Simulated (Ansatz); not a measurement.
**Ge under compression: one row to predict**

It comes from a database structure that was distorted and then relaxed.

Level of theory: DFT PBE, scalar-relativistic, plane waves, PAW (Ansatz). The final run on the 2-atom cell used 420 eV, a Γ-centred 20×20×20 mesh, 0.10 eV smearing and no spin polarisation.

```
Ge
1.0
     0.00000    2.88069    2.88069
     2.88069    0.00000    2.88069
     2.88069    2.88069    0.00000
Ge
2
Cartesian
  0.0000 0.0000 0.0000
  1.4403 1.4403 1.4403
```

The cell was set to several volumes, with shape and atoms relaxed at each where symmetry leaves them free. Pressure is positive in compression, and energies count from the lowest row.

```
row  V (Å³/atom)  P (GPa)  ΔE (meV/atom)  gap on mesh (eV)
  1       21.036    10.26           81.0              0.41
  2       21.754     6.98           42.6              0.30
  3       22.471        ?              ?                 ?
  4       23.188     1.93            4.1              0.00
  5       23.905     0.00            0.0              0.00
  6       24.622    -1.63            3.8              0.00
  7       25.339    -2.98           14.2              0.00
  8       26.295    -4.46           36.6              0.00
```

Task: Find B = −V·ΔP/ΔV from rows 4 and 6 and from rows 1 and 2, and from the two its slope B′ and its value B0 at zero pressure.

Result: Rows 4 and 6 give −(23.188 + 24.622)/2 × (-1.63 − (1.93))/(24.622 − 23.188) = 59.3 GPa at a mean pressure of 0.15 GPa. Rows 1 and 2 give −(21.036 + 21.754)/2 × (6.98 − (10.26))/(21.754 − 21.036) = 97.7 GPa at a mean pressure of 8.62 GPa. So B′ = (97.7 − 59.3)/(8.62 − (0.15)) = 4.53 and B0 = 59.3 − 4.53 × (0.15) = 58.6 GPa. A third-order Birch–Murnaghan fit to all the energies gives B0 = 58.9 GPa and B′ = 4.9.

Task: Estimate the pressure and energy of row 3.

Result: From row 5, V0 = 23.905 × (1 + (0.00)/58.6) = 23.905 Å³/atom. Murnaghan's form P = (B0/B′)·[(V0/V)^B′ − 1] gives (58.6/4.53) × [(23.905/22.471)^4.53 − 1] = 4.18 GPa; the computed pressure is 4.23 GPa, so the estimate is off by -0.05 GPa. The work of compression from row 4, with the mean of the two pressures, gives ΔE = 4.1 + (4.18 + 1.93)/2 × (23.188 − 22.471)/160.2 × 1000 = 17.8 meV/atom (1 eV/Å³ = 160.2 GPa); the computed value is 17.8 meV/atom. Its gap on the mesh is 0.10 eV.

The zero gap may come from the functional, which often closes small gaps. All volumes keep the k mesh of the relaxed cell. A later test with randomly moved atoms came back to the same energy, though modes that don't fit the test's cell weren't probed.

Compression stiffens germanium and opens its gap, because the two respond to different parts of the bonding. Shorter covalent bonds meet steeply rising Pauli repulsion, so the bulk modulus grows from 59.3 to 97.7 GPa. The lowest conduction state at Γ is antibonding and largely s-like, and it rises quickly against the p-bonding valence top as the atoms approach. PBE places this state too low, which hides the semiconducting gap known at ambient pressure until the crystal is squeezed. The gap then widens more slowly between the two smallest volumes, which suggests that the conduction minimum has moved from Γ to the less pressure-sensitive L valley.

The equilibrium volume is larger and the zero-pressure modulus lower than experiment, as expected from PBE's underbinding. The good estimate for row 3 supports smooth elastic behaviour within the diamond structure, but not that structure's stability at the highest pressure, close to where germanium is known to transform to metallic β-tin.
